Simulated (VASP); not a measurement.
# NaI in VASP: one cell, several levels of theory

Aim: gap, levels, forces and stress of NaI (zincblende), under +1.5 % strain along x alone at fixed geometry. Runs: PBE, r2SCAN. The results are then set beside those of Ansatz 0.2.0 for the same cell. This is a trial cell built on a prototype, not taken from a measured structure, and it needn't be the compound's ground state.

The runs shown are made with VASP 6.6.1. PAW datasets, plane waves. Values at 0 K without nuclear motion; spin polarisation is off, and the phase may be a hypothetical one.

### Step 1. The structure to begin with

The cell comes from an earlier relaxation with r2SCAN in another program, then strained, with the atoms relaxed again.

Space group I-4m2 (No. 119), tetragonal; a = 5.011 Å, c = 7.193 Å in the conventional setting, 45.15 Å³ an atom. Around Na lie 4 I at 3.08 Å; around I lie 4 Na at 3.08 Å.

Coordinates:

```xyz
2
Lattice="0.0000 3.5432 3.5432 3.5963 0.0000 3.5432 3.5963 3.5432 0.0000" Properties=species:S:1:pos:R:3 pbc="T T T"
Na    0.0000    0.0000    0.0000
I     1.7982    1.7716    1.7716
```

### Step 2. Single point with PBE

File INCAR:

```
ENCUT = 520.000000
SIGMA = 0.020000
EDIFF = 1.00e-07
GGA = PE
PREC = Accurate
IBRION = -1
ISIF = 2
ISMEAR = -1
NBANDS = 14
NELM = 120
NSW = 0
LASPH = .TRUE.
LCHARG = .FALSE.
LWAVE = .FALSE.
LREAL = .FALSE.
```

File KPOINTS:

```
KPOINTS created by Atomic Simulation Environment
0
Gamma
6 6 6
0 0 0
```

File KPOINTS_OPT:

```
special points
6
Reciprocal
0.0000000000 0.0000000000 0.0000000000 1
-0.5000000000 -0.5000000000 0.0000000000 1
-0.3750000000 -0.3750000000 0.2500000000 1
-0.3750000000 0.0000000000 0.3750000000 1
0.0000000000 0.0000000000 0.5000000000 1
-0.5000000000 -0.2500000000 0.2500000000 1
```

File POSCAR:

```
Na I
 1.0000000000000000
     0.0000000000000000    3.5431916337999998    3.5431916337999998
     3.5963395082999998    0.0000000000000000    3.5431916337999998
     3.5963395082999998    3.5431916337999998    0.0000000000000000
 Na  I
   1   1
Cartesian
  0.0000000000000000  0.0000000000000000  0.0000000000000000
  1.7981697541499999  1.7715958168999999  1.7715958168999999
```

The run uses the recommended PBE PAW datasets (14 valence electrons a neutral cell).

On the command line:

```sh
$ mpirun -np 1 vasp_std
```

Printed to the terminal (iteration lines stand in OSZICAR):

```text
POSCAR found type information on POSCAR NaI
 POSCAR found :  2 types and       2 ions
 LDA part: xc-table for (Slater+PW92), standard interpolation
 POSCAR, INCAR and KPOINTS ok, starting setup
 FFT: planning ... GRIDC
 FFT: planning ... GRID_SOFT
 FFT: planning ... GRID
 WAVECAR not read
 entering main loop
 Start KPOINTS_OPT (optional k-point list driver)
k-point batch [1-6\6]
```

OSZICAR:

```text
N       E                     dE             d eps       ncg     rms          rms(c)
DAV:   1     0.817541188764E+02    0.81754E+02   -0.63893E+03   840   0.838E+02
DAV:   2     0.180802480936E+01   -0.79946E+02   -0.74505E+02   888   0.203E+02
DAV:   3    -0.520496994452E+01   -0.70130E+01   -0.69740E+01  1092   0.604E+01
DAV:   4    -0.538994582476E+01   -0.18498E+00   -0.18494E+00  1086   0.102E+01
DAV:   5    -0.539364254605E+01   -0.36967E-02   -0.36966E-02  1138   0.139E+00    0.165E+00
DAV:   6    -0.529112251186E+01    0.10252E+00   -0.13403E-01   966   0.171E+00    0.112E+00
DAV:   7    -0.528272779373E+01    0.83947E-02   -0.10641E-01  1074   0.139E+00    0.703E-01
DAV:   8    -0.529240781874E+01   -0.96800E-02   -0.10792E-02   918   0.674E-01    0.219E-01
DAV:   9    -0.529222825204E+01    0.17957E-03   -0.24068E-04  1050   0.136E-01    0.719E-02
DAV:  10    -0.529260866817E+01   -0.38042E-03   -0.46558E-04   960   0.132E-01    0.215E-02
DAV:  11    -0.529262642157E+01   -0.17753E-04   -0.46022E-05  1110   0.542E-02    0.566E-03
DAV:  12    -0.529262907210E+01   -0.26505E-05   -0.42687E-06  1008   0.116E-02    0.351E-03
DAV:  13    -0.529262965172E+01   -0.57962E-06   -0.68409E-07  1080   0.458E-03    0.625E-04
DAV:  14    -0.529262961994E+01    0.31777E-07   -0.32757E-08  1048   0.141E-03
   1 F= -.52926296E+01 E0= -.52926296E+01  d E =-.137714E-11
       N       E                     dE             ncg
DAV:   1     0.389811507286E+03   -0.25532E+04      168
DAV:   2    -0.774241929662E+02   -0.46724E+03      180
DAV:   3    -0.119905612506E+03   -0.42481E+02      210
DAV:   4    -0.120990466884E+03   -0.10849E+01      214
DAV:   5    -0.121019729043E+03   -0.29262E-01      252
DAV:   6    -0.121020131563E+03   -0.40252E-03      222
DAV:   7    -0.121020135102E+03   -0.35391E-05      258
DAV:   8    -0.121020135136E+03   -0.33998E-07      152
```

The lines after F= are the extra pass for the points of KPOINTS_OPT, at fixed density; their E is not a total energy.

Parts of OUTCAR:

```text
k-points           NKPTS =     30   k-points in BZ     NKDIM =     30   number of bands    NBANDS=     14

   NELECT =      14.0000    total number of electrons

   dimension x,y,z NGX =    40 NGY =   40 NGZ =   40
   dimension x,y,z NGXF=    80 NGYF=   80 NGZF=   80

  energy-cutoff  :      520.00
  volume of cell :       90.30
      direct lattice vectors                 reciprocal lattice vectors
     0.000000000  3.543191634  3.543191634    -0.139030255  0.141115709  0.141115709
     3.596339508  0.000000000  3.543191634     0.139030255 -0.141115709  0.141115709
     3.596339508  3.543191634  0.000000000     0.139030255  0.141115709 -0.141115709

 k-points in reciprocal lattice and weights: KPOINTS created by Atomic Simulation Env
   0.00000000  0.00000000  0.00000000       0.005
   0.16666667  0.00000000  0.00000000       0.037
   0.33333333  0.00000000  0.00000000       0.037
   0.50000000  0.00000000  0.00000000       0.019
   0.16666667  0.16666667  0.00000000       0.019
   0.33333333  0.16666667  0.00000000       0.074
   0.50000000  0.16666667  0.00000000       0.074
  -0.33333333  0.16666667  0.00000000       0.074
[... 22 more k-points ...]

 E-fermi :  -0.6987

 k-point     1 :       0.0000    0.0000    0.0000
  band No.  band energies     occupation
      1     -23.2969      2.00000
      2     -23.2969      2.00000
      3     -23.2956      2.00000
      4     -11.5934      2.00000
      5      -1.1910      2.00000
      6      -1.1739      2.00000
      7      -1.1739      2.00000
      8       2.6171      0.00000
      9       6.6766      0.00000
     10       6.7041      0.00000
     11       6.7041      0.00000
     12       8.3775      0.00000
     13       8.5436      0.00000
     14       9.7296      0.00000

 k-point     2 :       0.1667    0.0000    0.0000
  band No.  band energies     occupation
      1     -23.2974      2.00000
      2     -23.2970      2.00000
      3     -23.2958      2.00000
      4     -11.5633      2.00000
      5      -1.5552      2.00000
      6      -1.2217      2.00000
      7      -1.2049      2.00000
      8       3.1872      0.00000
      9       6.3327      0.00000
     10       6.8231      0.00000
     11       6.8611      0.00000
     12       8.0202      0.00000
     13       8.1214      0.00000
     14       9.5538      0.00000

 k-point     3 :       0.3333    0.0000    0.0000
  band No.  band energies     occupation
      1     -23.2985      2.00000
      2     -23.2971      2.00000
      3     -23.2961      2.00000
      4     -11.5017      2.00000
      5      -2.1319      2.00000
      6      -1.2917      2.00000
      7      -1.2647      2.00000
      8       4.0102      0.00000
      9       6.2225      0.00000
     10       6.6105      0.00000
     11       6.6972      0.00000
     12       8.6697      0.00000
     13       8.6759      0.00000
     14       9.0051      0.00000

 k-point     4 :       0.5000    0.0000    0.0000
  band No.  band energies     occupation
      1     -23.2990      2.00000
      2     -23.2972      2.00000
      3     -23.2962      2.00000
      4     -11.4702      2.00000
      5      -2.3714      2.00000
      6      -1.3253      2.00000
      7      -1.2935      2.00000
      8       4.2046      0.00000
      9       6.4246      0.00000
     10       6.4866      0.00000
     11       6.5160      0.00000
     12       9.2955      0.00000
     13       9.9569      0.00000
     14      10.0402      0.00000

 k-point     5 :       0.1667    0.1667    0.0000
  band No.  band energies     occupation
      1     -23.2976      2.00000
      2     -23.2971      2.00000
      3     -23.2958      2.00000
      4     -11.5529      2.00000
      5      -1.5514      2.00000
      6      -1.2934      2.00000
      7      -1.2835      2.00000
      8       3.3840      0.00000
      9       6.0516      0.00000
     10       7.0591      0.00000
     11       7.0851      0.00000
     12       7.1430      0.00000
     13       8.7031      0.00000
     14      10.7775      0.00000

 k-point     6 :       0.3333    0.1667    0.0000
  band No.  band energies     occupation
      1     -23.2984      2.00000
      2     -23.2973      2.00000
      3     -23.2960      2.00000
      4     -11.5016      2.00000
      5      -1.9772      2.00000
      6      -1.3835      2.00000
      7      -1.3688      2.00000
      8       4.1675      0.00000
      9       5.7685      0.00000
     10       6.3444      0.00000
     11       7.1761      0.00000
     12       7.9565      0.00000
     13       9.2016      0.00000
     14      10.1404      0.00000

 k-point     7 :       0.5000    0.1667    0.0000
  band No.  band energies     occupation
      1     -23.2990      2.00000
      2     -23.2975      2.00000
      3     -23.2963      2.00000
      4     -11.4600      2.00000
      5      -2.2620      2.00000
      6      -1.5105      2.00000
      7      -1.3858      2.00000
      8       4.6331      0.00000
      9       5.6412      0.00000
     10       6.6055      0.00000
     11       6.8891      0.00000
     12       8.8352      0.00000
     13      10.0320      0.00000
     14      10.3406      0.00000

 k-point     8 :      -0.3333    0.1667    0.0000
  band No.  band energies     occupation
      1     -23.2987      2.00000
      2     -23.2975      2.00000
      3     -23.2963      2.00000
      4     -11.4709      2.00000
      5      -2.1855      2.00000
      6      -1.5521      2.00000
      7      -1.3196      2.00000
      8       4.6406      0.00000
      9       5.7458      0.00000
     10       6.4472      0.00000
     11       6.8411      0.00000
     12       8.3972      0.00000
     13       9.7589      0.00000
     14      10.1799      0.00000

 k-point     9 :      -0.1667    0.1667    0.0000
  band No.  band energies     occupation
      1     -23.2978      2.00000
      2     -23.2973      2.00000
      3     -23.2961      2.00000
      4     -11.5229      2.00000
      5      -1.8489      2.00000
      6      -1.4109      2.00000
      7      -1.2342      2.00000
      8       3.9055      0.00000
      9       6.0760      0.00000
     10       6.4826      0.00000
     11       7.0882      0.00000
     12       7.4083      0.00000
     13       8.8977      0.00000
     14      10.4090      0.00000

[... the tables of k-points 10 to 30 left out ...]

  Total        0.1074092      0.1206091      0.1206091     -0.0000000      0.0000000      0.0000000
  in kB        1.9057778      2.1399853      2.1399853     -0.0000000      0.0000000      0.0000000
  external PRESSURE =       2.0619161 kB  Pullay stress =       0.0000000 kB

 POSITION                                       TOTAL-FORCE (eV/Angst)
 -----------------------------------------------------------------------------------
      0.00000      0.00000      0.00000         0.000000      0.000000      0.000000
      1.79817      1.77160      1.77160        -0.000000     -0.000000     -0.000000
 -----------------------------------------------------------------------------------
    total drift:                                0.000001      0.000001      0.000001

  FREE ENERGIE OF THE ION-ELECTRON SYSTEM (eV)
  ---------------------------------------------------
  free  energy   TOTEN  =        -5.2926296199 eV

  energy  without entropy=       -5.2926296199  energy(sigma->0) =       -5.29262962
```

Hardware: 1 MPI rank of Intel Xeon Platinum 8488C, shared host.

The levels at the points of KPOINTS_OPT are read from vasprun.xml.

Band energies at the special points (eV, zero at the top of v, the last band that the electrons fill by count):

| point | v−1 | v | c | c+1 |
| --- | --- | --- | --- | --- |
| Γ | 0.00 | 0.00 | 3.79 | 7.85 |
| X | -0.41 | -0.40 | 5.19 | 6.15 |
| U | -0.69 | -0.32 | 5.73 | 6.71 |
| K | -0.69 | -0.32 | 5.73 | 6.71 |
| L | -0.15 | -0.12 | 5.38 | 7.60 |
| W | -0.72 | -0.45 | 6.03 | 7.19 |

The PBE gap is 3.79 eV, direct at Γ. The pressure is 0.21 GPa; the forces vanish within 0.01 eV/Å.

(Part 1 of 2 ends here.)
